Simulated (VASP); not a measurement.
# Sn (Fd-3m) in VASP: notebook

The runs below take Sn through band structure, with PBE0, PBE, HSE06.

Everything below comes from runs of VASP 6.6.1. Logs are shortened: lines on timing, memory, paths and dates and some standing lists are left out, and cuts for length are marked.

## (1) The structure

It takes space group Fd-3m (No. 227, cubic). Conventional cell: a = 6.537 Å, b = 6.537 Å, c = 6.537 Å, α = 90.00°, β = 90.00°, γ = 90.00°. Sn (site symmetry -43m) has 4 Sn at 2.83 Å as nearest neighbours.

This isn't the form of Sn at room conditions, which is tetragonal (white tin).

## (2) Band structure, PBE0

File POSCAR:

```
Sn                                      
1.0
    0.0000000000      3.2685833785      3.2685833785
    3.2685833785      0.0000000000      3.2685833785
    3.2685833785      3.2685833785      0.0000000000
  Sn            
     2
Direct
     0.0000000000000000    0.0000000000000000    0.0000000000000000
     0.2500000000000000    0.2500000000000000    0.2500000000000000
```

File INCAR.step1:

```
SYSTEM = Sn
PREC = Accurate
ENCUT = 520
EDIFF = 1E-5
ISMEAR = 0
SIGMA = 0.03
LREAL = .False.
LASPH = .True.
NELM = 80
ALGO = Normal
ISIF = 2
LWAVE = .True.
LCHARG = .False.
KPAR = 8
GGA = PE
```

File INCAR.step2:

```
SYSTEM = Sn
PREC = Accurate
ENCUT = 520
EDIFF = 1E-7
ISMEAR = 0
SIGMA = 0.03
LREAL = .False.
LASPH = .True.
NELM = 80
ALGO = Normal
ISIF = 2
LWAVE = .False.
LCHARG = .False.
GGA = PE
LHFCALC = .True.
AEXX = 0.25
PRECFOCK = Fast
HFRCUT = -1
KPAR = 8
ISTART = 1
```

File KPOINTS:

```
regular mesh
0
Gamma
  6 6 6
  0 0 0
```

File KPOINTS_OPT:

```
explicit points
6
Reciprocal
 0.0000000000  0.0000000000  0.0000000000 1
 0.3750000000  0.3750000000  0.7500000000 1
 0.5000000000  0.5000000000  0.5000000000 1
 0.6250000000  0.2500000000  0.6250000000 1
 0.5000000000  0.2500000000  0.7500000000 1
 0.5000000000  0.0000000000  0.5000000000 1
```

Potentials or basis: VASP PAW PBE potentials, release 64 (Sn_d).

The run is started by

```sh
cat potpaw_PBE.64/Sn_d/POTCAR > POTCAR
cp INCAR.step1 INCAR
mpirun -np 8 vasp_std > vasp.out
cp INCAR.step2 INCAR
mpirun -np 8 vasp_std > vasp.out
```

OUTCAR:

```text
SYSTEM = Sn
   PREC = Accurate
   ENCUT = 520
   EDIFF = 1E-7
   ISMEAR = 0
   LREAL = .False.
   LASPH = .True.
   NELM = 80
   ISIF = 2
   GGA = PE
   LHFCALC = .True.
   AEXX = 0.25
   PRECFOCK = Fast
   ISTART = 1

 ion  position               nearest neighbor table
   1  0.000  0.000  0.000-   2 2.83   2 2.83   2 2.83   2 2.83
   2  0.250  0.250  0.250-   1 2.83   1 2.83   1 2.83   1 2.83

  LATTYP: Found a face centered cubic cell.
 ALAT       =     6.5371667570

  Lattice vectors:

 A1 = (   0.0000000000,   3.2685833785,   3.2685833785)
 A2 = (   3.2685833785,   0.0000000000,   3.2685833785)
 A3 = (   3.2685833785,   3.2685833785,   0.0000000000)

Analysis of symmetry for initial positions (statically):
=====================================================================
 Subroutine PRICEL returns:
 Original cell was already a primitive cell.

 Routine SETGRP: Setting up the symmetry group for a
 face centered cubic supercell.

 Subroutine GETGRP returns: Found 48 space group operations
 (whereof 24 operations were pure point group operations)
 out of a pool of 48 trial point group operations.

The static configuration has the point symmetry T_d .
 The point group associated with its full space group is O_h .

Analysis of symmetry for dynamics (positions and initial velocities):
=====================================================================
 Subroutine PRICEL returns:
 Original cell was already a primitive cell.

 Routine SETGRP: Setting up the symmetry group for a
 face centered cubic supercell.

 Subroutine GETGRP returns: Found 48 space group operations
 (whereof 24 operations were pure point group operations)
 out of a pool of 48 trial point group operations.

The dynamic configuration has the point symmetry T_d .
 The point group associated with its full space group is O_h .

 Subroutine INISYM returns: Found 48 space group operations
 (whereof 24 operations are pure point group operations),
 and found     1 'primitive' translations

----------------------------------------------------------------------------------------

                                     Primitive cell

  volume of cell :      69.8407

  direct lattice vectors                    reciprocal lattice vectors
     0.000000000  3.268583378  3.268583378    -0.152971469  0.152971469  0.152971469
     3.268583378  0.000000000  3.268583378     0.152971469 -0.152971469  0.152971469
     3.268583378  3.268583378  0.000000000     0.152971469  0.152971469 -0.152971469

  length of vectors
     4.622474944  4.622474944  4.622474944     0.264954356  0.264954356  0.264954356

  position of ions in fractional coordinates (direct lattice)
     0.000000000  0.000000000  0.000000000
     0.250000000  0.250000000  0.250000000

  ion indices of the primitive-cell ions
   primitive index   ion index
                 1           1
                 2           2

----------------------------------------------------------------------------------------

 KPOINTS: regular mesh

Automatic generation of k-mesh.
 Grid dimensions read from file:
 generate k-points for:    6    6    6

 Generating k-lattice:

  Cartesian coordinates                     Fractional coordinates (reciprocal lattice)
    -0.025495245  0.025495245  0.025495245     0.166666667  0.000000000  0.000000000
     0.025495245 -0.025495245  0.025495245     0.000000000  0.166666667  0.000000000
     0.025495245  0.025495245 -0.025495245     0.000000000  0.000000000  0.166666667

  Length of vectors
     0.044159059  0.044159059  0.044159059

  Shift w.r.t. Gamma in fractional coordinates (k-lattice)
     0.000000000  0.000000000  0.000000000

 Subroutine IBZKPT returns following result:
 ===========================================

 Found     16 irreducible k-points:

 Following reciprocal coordinates:
            Coordinates               Weight
  0.000000  0.000000  0.000000      1.000000
  0.166667  0.000000  0.000000      8.000000
  0.333333  0.000000  0.000000      8.000000
  0.500000  0.000000  0.000000      4.000000
  0.166667  0.166667  0.000000      6.000000
  0.333333  0.166667  0.000000     24.000000
[... 8 lines left out ...]
 -0.333333  0.333333  0.166667     24.000000
 -0.333333  0.500000  0.166667     12.000000
   k-points           NKPTS =     16   k-points in BZ     NKDIM =    216   number of bands    NBANDS=     18
   number of dos      NEDOS =    301   number of ions     NIONS =      2
   total plane-waves  NPLWV =  46656
   dimension x,y,z NGX =    36 NGY =   36 NGZ =   36
   dimension x,y,z NGXF=    72 NGYF=   72 NGZF=   72
   ions per type =               2
   NGX,Y,Z   is equivalent  to a cutoff of  12.95, 12.95, 12.95 a.u.
   NGXF,Y,Z  is equivalent  to a cutoff of  25.89, 25.89, 25.89 a.u.
 SYSTEM =  Sn
   PREC   = accura    normal or accurate (medium, high low for compatibility)
   ISTART =      1    job   : 0-new  1-cont  2-samecut
   ICHARG =      0    charge: 1-file 2-atom 10-const
   ISPIN  =      1    spin polarized calculation?
   LNONCOLLINEAR =      F non collinear calculations
   LSORBIT =      F    spin-orbit coupling
   LASPH  =      T    aspherical Exc in radial PAW
   ENCUT  =  520.0 eV  38.22 Ry    6.18 a.u.   8.59  8.59  8.59*2*pi/ulx,y,z
   NELM   =     80;   NELMIN=  2; NELMDL=  0     # of ELM steps
   EDIFF  = 0.1E-06   stopping-criterion for ELM
   LREAL  =      F    real-space projection
   EDIFFG = 0.1E-05   stopping-criterion for IOM
   NSW    =      0    number of steps for IOM
   IBRION =     -1    ionic relax: 0-MD 1-quasi-New 2-CG
   NFREE  =      0    steps in history (QN), initial steepest desc. (CG)
   ISIF   =      2    stress and relaxation
   ISYM   =      3    0-nonsym 1-usesym 2-fastsym
   POTIM  = 0.5000    time-step for ionic-motion
   TEBEG  =    0.0;   TEEND  =   0.0 temperature during run
   PSTRESS=    0.0 pullay stress
   NELECT =      28.0000    total number of electrons
   NUPDOWN=      -1.0000    fix difference up-down
   EMIN   =  10.00;   EMAX   =-10.00  energy-range for DOS
   EFERMI =   0.00;   METHOD = LEGACY
   ISMEAR =     0;   SIGMA  =   0.03  broadening in eV -4-tet -1-fermi 0-gaus
   EFERMI_NEDOS =   21; number of points for ismear=-14 and -15
   IALGO  =     38    algorithm
   IMIX   =      1    mixing-type and parameters
     AMIX     =   0.40;   BMIX     =  1.00
     AMIX_MAG =   1.60;   BMIX_MAG =  1.00
  volume/ion in A,a.u.               =      34.92       235.65
  Fermi-wavevector in a.u.,A,eV,Ry     =   1.207141  2.281165 19.826260  1.457189
  Thomas-Fermi vector in A             =   2.342787
   LORBIT       =      0    0 simple, 1 ext, 2 COOP (PROOUT), +10 PAW based schemes
   GGA     = PE    functional components
   LHFCALC =     T    Hartree Fock is set to
   PRECFOCK=fast      Normal, Fast or Accurate (Low or Medium for compatibility)
   ENCUT4O =  -1.0   cutoff for four orbital integrals eV
   NKREDX  =     1    reduce k-point grid by
   NKREDY  =     1    reduce k-point grid by
   NKREDZ  =     1    reduce k-point grid by
   AEXX    =    0.2500 exact exchange contribution
   HFSCREEN=    0.0000 screening length (either q_TF or 0.3 A-1)
   HFSCREENC=   0.0000 screening length for correlation (either q_TF or 0.3 A-1)
   ENCUTFOCK=  -1.0 apply spherical cutoff to Coloumb kernel
   IVDW    =     0    specifies the selected vdW correction
   LEPSILON=     F    determine dielectric tensor
   LRPA    =     F    only Hartree local field effects (RPA)
 non-spin polarized calculation
 Gauss-broadening in eV      SIGMA  =   0.03
  energy-cutoff  :      520.00
  volume of cell :       69.84
 maximum number of plane-waves:      1895
 NGX is ok and might be reduce to    36
  NGX = 20; NGY = 20; NGZ = 20

 number of electron      27.9999987 magnetization

 Free energy of the ion-electron system (eV)
  ---------------------------------------------------
  ext. energy  EPLUGINS =         0.00000000
  ---------------------------------------------------
  free energy    TOTEN  =        -9.99182831 eV

  energy without entropy =       -9.99182831  energy(sigma->0) =       -9.99182831

 E-fermi :   5.1035     XC(G=0):  -6.9634

 val. band max:        4.9518064064   @ k =   0.0000   0.0000   0.0000
 cond. band min:       5.2950111581   @ k =   0.0000   0.0000   0.0000
 fundamental gap:      0.3432047518
 Fermi energy:         5.1035087173

 k-point     1 :       0.0000    0.0000    0.0000
  band No.  band energies     occupation
      1     -19.0252      2.00000
      2     -19.0242      2.00000
      3     -19.0220      2.00000
      4     -18.9682      2.00000
      5     -18.9672      2.00000
      6     -18.6664      2.00000
[... 10 lines left out ...]
     17       8.1573      0.00000
     18       8.1575      0.00000

 k-point     2 :       0.1667    0.0000    0.0000
  band No.  band energies     occupation
      1     -19.0418      2.00000
      2     -19.0400      2.00000
      3     -19.0171      2.00000
      4     -18.9444      2.00000
      5     -18.9436      2.00000
      6     -18.6931      2.00000
[... 10 lines left out ...]
     17       8.7540      0.00000
     18       9.3728      0.00000

 k-point     3 :       0.3333    0.0000    0.0000
  band No.  band energies     occupation
      1     -19.0576      2.00000
      2     -19.0557      2.00000
      3     -19.0042      2.00000
      4     -18.9166      2.00000
      5     -18.9161      2.00000
      6     -18.7149      2.00000
[... 10 lines left out ...]
     17       9.2817      0.00000
     18      11.8508      0.00000

 k-point     4 :       0.5000    0.0000    0.0000
  band No.  band energies     occupation
      1     -19.0618      2.00000
      2     -19.0596      2.00000
      3     -18.9981      2.00000
      4     -18.9084      2.00000
      5     -18.9079      2.00000
      6     -18.7203      2.00000
[... 207 lines left out ...]
      4     -18.8880      2.00000
      5     -18.8410      2.00000
      6     -18.8155      2.00000
[... 10 lines left out ...]
     17       9.7708      0.00000
     18      12.0519      0.00000

 k-point    15 :      -0.3333    0.3333    0.1667
  band No.  band energies     occupation
      1     -19.0945      2.00000
      2     -19.0815      2.00000
      3     -18.9352      2.00000
      4     -18.8618      2.00000
      5     -18.8317      2.00000
      6     -18.8191      2.00000
[... 10 lines left out ...]
     17      11.0991      0.00000
     18      11.1876      0.00000

 k-point    16 :      -0.3333    0.5000    0.1667
  band No.  band energies     occupation
      1     -19.0903      2.00000
      2     -19.0880      2.00000
      3     -18.9049      2.00000
      4     -18.9040      2.00000
      5     -18.8122      2.00000
      6     -18.8118      2.00000
[... 10 lines left out ...]
     17      11.5625      0.00000
     18      11.5671      0.00000

------------------------ aborting loop because EDIFF is reached ----------------------------------------

  FORCE on cell =-STRESS in cart. coord.  units (eV):
  Direction    XX          YY          ZZ          XY          YZ          ZX
  --------------------------------------------------------------------------------------
  -------------------------------------------------------------------------------------
  Total        0.0841082      0.0841082      0.0841082      0.0000000      0.0000000     -0.0000000
  in kB        1.9294797      1.9294797      1.9294797      0.0000000      0.0000000     -0.0000000
  external PRESSURE =       1.9294797 kB  Pullay stress =       0.0000000 kB

 VOLUME and BASIS-vectors are now :
 -----------------------------------------------------------------------------
  energy-cutoff  :      520.00
  volume of cell :       69.84
      direct lattice vectors                 reciprocal lattice vectors
     0.000000000  3.268583378  3.268583378    -0.152971469  0.152971469  0.152971469
     3.268583378  0.000000000  3.268583378     0.152971469 -0.152971469  0.152971469
     3.268583378  3.268583378  0.000000000     0.152971469  0.152971469 -0.152971469

 POSITION                                       TOTAL-FORCE (eV/Angst)
 -----------------------------------------------------------------------------------
      0.00000      0.00000      0.00000        -0.000000     -0.000000     -0.000000
      1.63429      1.63429      1.63429         0.000000      0.000000      0.000000
 -----------------------------------------------------------------------------------
    total drift:                               -0.000017     -0.000018     -0.000011

  FREE ENERGIE OF THE ION-ELECTRON SYSTEM (eV)
  ---------------------------------------------------
  free  energy   TOTEN  =        -9.9918283098 eV

  energy  without entropy=       -9.9918283098  energy(sigma->0) =       -9.99182831
```

Wall time 29 min (8 MPI ranks of Intel Xeon Platinum 8488C (Sapphire Rapids), shared host); peak memory 0.25 GiB.

What came out:

```yaml
Free_energy: -9.9918 eV
Pressure: 0.2 GPa
Band_gap_on_the_k_mesh: 0.34 eV, direct
Band_gap_along_the_path: 0.34 eV, direct
```

Caveat: the PAW data sets were made with another functional, which shifts forces and pressure a little; spin-orbit coupling is left out, which moves the levels of the heavy elements.

## (3) Band structure, PBE

File INCAR:

```
PREC = Accurate ; ENCUT = 520
EDIFF = 1E-6 ; ISMEAR = 0
SIGMA = 0.03 ; LREAL = False
LASPH = True ; NELM = 80
ALGO = Fast ; ISIF = 2
LWAVE = False ; LCHARG = False
GGA = PE ; KPAR = 4
```

File KPOINTS:

```
regular mesh
0
Gamma
  6 6 6
```

File POSCAR:

```
Sn                                      
1.0
    0.0000000000      3.2685833779      3.2685833779
    3.2685833779      0.0000000000      3.2685833779
    3.2685833779      3.2685833779      0.0000000000
  Sn            
     2
Direct
     0.0000000000000000    0.0000000000000000    0.0000000000000000
     0.2500000000000000    0.2500000000000000    0.2500000000000000
```

KPOINTS_OPT is that of step 2.

Potentials or basis: VASP PAW PBE potentials, release 64 (Sn_d).

The run is started by

```sh
cat potpaw_PBE.64/Sn_d/POTCAR > POTCAR
mpirun -np 4 vasp_std > vasp.out
```

Run time: 6.2 s. Hardware: 4 MPI ranks of Intel Xeon 6975P-C (Granite Rapids), shared host; peak memory 0.21 GiB.

Results (log left out):

| Item | Value |
| --- | --- |
| Free energy | -7.6343 eV |
| Pressure | 2.2 GPa |
| Band gap along the path | none (metal or under the smearing width) |

Levels at points of the mesh, in eV from the Fermi level:
```
           k point  band 10  band 11  band 12  band 13  band 14  band 15  band 16  band 17  band 18
(0.00, 0.00, 0.00)   -21.24   -10.41    -0.74     0.13     0.13     0.13     2.20     2.20     2.20
(0.50, 0.00, 0.00)   -21.19    -8.83    -6.16    -1.04    -1.04     0.00     3.27     3.27     5.71
(0.50, 0.50, 0.00)   -21.17    -7.39    -7.39    -2.34    -2.34     0.90     0.90     7.64     7.64
```

Caveat: spin-orbit coupling is left out, which moves the levels of the heavy elements.

(Continued in part 2 of 2.)
